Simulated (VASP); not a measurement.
# Zr: equation of state with PBE

Zr:

```
CELL_PARAMETERS angstrom
3.23200 0.00000 0.00000
-1.61600 2.79899 0.00000
0.00000 0.00000 5.14700
ATOMIC_POSITIONS crystal
Zr 0.66667 0.33333 0.75000
Zr 0.33333 0.66667 0.25000
```

```yaml
Program: VASP 6.6.1
Task: equation of state
Functional: PBE
Potentials_or_basis: VASP PAW PBE potentials, release 64 (Zr_sv)
Cutoff: 520 eV
k_mesh: 9 × 9 × 5
Occupations: fermi-dirac, width 0.05 eV
Spin: no spin polarisation
```

```
Equilibrium volume                        : 23.42 Å³/atom
Bulk modulus at fixed shape and positions : 94 GPa
Pressure derivative of the bulk modulus   : 3.2
```

Energy against volume, from the lowest point:
```
volume (Å³/atom)  energy (meV/atom)
          21.884              32.26
          22.350              15.06
          22.815               4.49
          23.281               0.00
          23.746               1.08
          24.212               7.31
          24.678              18.26
```

All runs of the series together: 2.8 min on 1 thread of Intel(R) Xeon(R) Platinum 8488C (Sapphire Rapids) (shared host).

Caveat: the cell was scaled at fixed shape and fractional positions, which overstates the stiffness of a crystal with free parameters, most of all of layers and chains.
